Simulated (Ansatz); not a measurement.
# Te2Mo: equal strain of all cell vectors

Aim: apply equal strain of all cell vectors to Te2Mo from -4.5 to +3 %, where the shape is held and the atoms relax, and follow energy, stress and any gap.

Computed with Ansatz 0.2.0 (DFT r2SCAN, scalar-relativistic, plane waves, PAW, unless a step's input says otherwise).

2 further runs of the same task are left out: 2 set aside as unsound or not needed.

### 1 Starting point

Symmetry: P-6m2, No. 187, hexagonal system. Conventional cell: a = 3.561 Å, b = 3.561 Å, c = 17.524 Å, α = 90.00°, β = 90.00°, γ = 120.00°. Te (site symmetry 3m) is surrounded by 3 Mo at 2.73 Å. Around Mo (site symmetry -6m2) lie 6 Te at 2.73 Å.

As a file:

```
Te Mo
1.0
     3.56126    0.00000    0.00000
    -1.78063    3.08414    0.00000
     0.00000    0.00000   17.52380
Te Mo
2 1
Direct
  0.33333 0.66667 0.89791
  0.33333 0.66667 0.10209
  0.00000 0.00000 0.00000
```

It goes back to an entry of the Materials Project, which need not be the stable form.

This cell was relaxed beforehand with the same method: volume 64.16 Å³/atom, gap on the mesh 1.12 eV.

### 2 The unstrained reference

input.yaml

```yaml
crystal:
  lattice:
    - [3.5612561764, 0.0, 0.0]
    - [-1.7806280882, 3.0841383181, 0.0]
    - [0.0, 0.0, 17.5238001931]
  atoms:
    - { symbol: Te, position: [0.3333333333, 0.6666666667, 0.8979077081] }
    - { symbol: Te, position: [0.3333333333, 0.6666666667, 0.1020922919] }
    - { symbol: Mo, position: [0.0, 0.0, 0.0] }
basis:
  ecutwfc: 500
kpoints:
  mp_grid: { grid: [12, 12, 2] }
hamiltonian:
  xc: r2scan
scf:
  occupations: { method: gaussian, width: 0.02 }
output:
  forces: true
  stress: true
  eigenvalues: true
```

Launch:

```bash
$ ansatz run input.yaml --threads 1 --pin off --max-ram 2560MiB --backend cpu --events-out ev --progress --plain --runs-dir out
```

The session goes on with these runs: the gap over the whole zone; strain -1.5 %; band edges over the zone at -1.5 %; At +1.5 %; the gap over the whole zone at +1.5 %; the cell strained by -3.0 %; band edges over the zone at -3.0 %; At +3.0 %; the gap over the whole zone at +3.0 %; strain -4.5 %; band edges over the zone at -4.5 %.

**Question.** What will these runs give? Wanted: (1/V) d²E/dε² at zero strain, cubic fit; gap shift, negative and positive side.

**Answer**, as computed:

```
                               quantity                    value
                    largest energy cost  54.9 meV/atom at -4.5 %
(1/V) d²E/dε² at zero strain, cubic fit                  124 GPa
  gap shift, negative and positive side       -89, -79 meV per %
```

From the curvature follows nine times the bulk modulus at fixed shape: 124 GPa. The gap runs from 1.20 eV at -4.5 % through 1.12 to 0.90 eV at +3.0 %, and changes between direct and indirect on the way. Spin-orbit coupling is left out, which matters for the bands of Te. The cell holds empty space of several Å, a single layer or slab in vacuum, so volume, pressure and the long edge depend on that space.
